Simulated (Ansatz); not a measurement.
Bulk crystal (CdTe) after relaxation:

```xyz
2
Lattice="0.0000 3.2447 3.2447 3.2447 0.0000 3.2447 3.2447 3.2447 0.0000" Properties=species:S:1:pos:R:3 pbc="T T T"
Cd    0.0000    0.0000    0.0000
Te    4.8670    4.8670    4.8670
```

Miller indices refer to the conventional cell of F-43m (No. 216), a = 6.489 Å, b = 6.489 Å, c = 6.489 Å, α = 90.00°, β = 90.00°, γ = 90.00°. The bulk's gap is 0.65 eV.

The (100) slab of 9 planes, 13.0 Å thick with 15 Å of vacuum as cut; outer planes Te (top) and Te (bottom).

Level of theory: DFT PBEsol, scalar-relativistic, plane waves, PAW in Ansatz 0.2.0. Plane waves to 420 eV, a k mesh through Γ of 6×6×1 on the computed 9-atom cell and Gaussian smearing (0.05 eV); no spin polarisation. The cell repeats along c with a dipole correction in the vacuum.

The slab isn't stoichiometric (Cd4Te5), so its surface energy depends on the chemical potentials; it is given with the excess atoms taken from the element's standard state, a limit at which the compound may itself be unstable, so the figure can be too low. This cut of an insulator is polar or leaves open shells, so the slab is metallic here; real surfaces compensate by reconstruction or adsorbates.

With the atoms at the bulk's places:

For the slab as cut, the surface energy with the excess atoms taken from the elements is 0.88 J/m². The gap of the slab on the mesh is none (metal or semimetal) and the work function is 6.00 eV.

Problem. What changes when all atoms relax within this surface cell and its symmetry?

Solution. The energy falls by 0.010 J/m² a face, and the largest move is 0.05 Å.

* Surface energy with the excess atoms taken from the elements: 0.87 J/m²
* Gap of the slab on the mesh: none (metal or semimetal)
* Work function: 5.98 eV

```
plane (bottom to top) atoms spacing to next, bulk (Å) relaxed (Å) change (%)
                    1     Te                      1.622        1.543        -4.9
                    2     Cd                      1.622        1.682        +3.7
                    3     Te                      1.622        1.585        -2.3
                    4     Cd                      1.622        1.631        +0.5
                    5     Te                      1.622        1.631        +0.5
                    6     Cd                      1.622        1.585        -2.3
                    7     Te                      1.622        1.682        +3.7
                    8     Cd                      1.622        1.543        -4.9
                    9     Te
```

Spin-orbit coupling is left out, which matters for the bands of heavy elements. Gaps are read on the k points sampled, so a band crossing between them can be missed.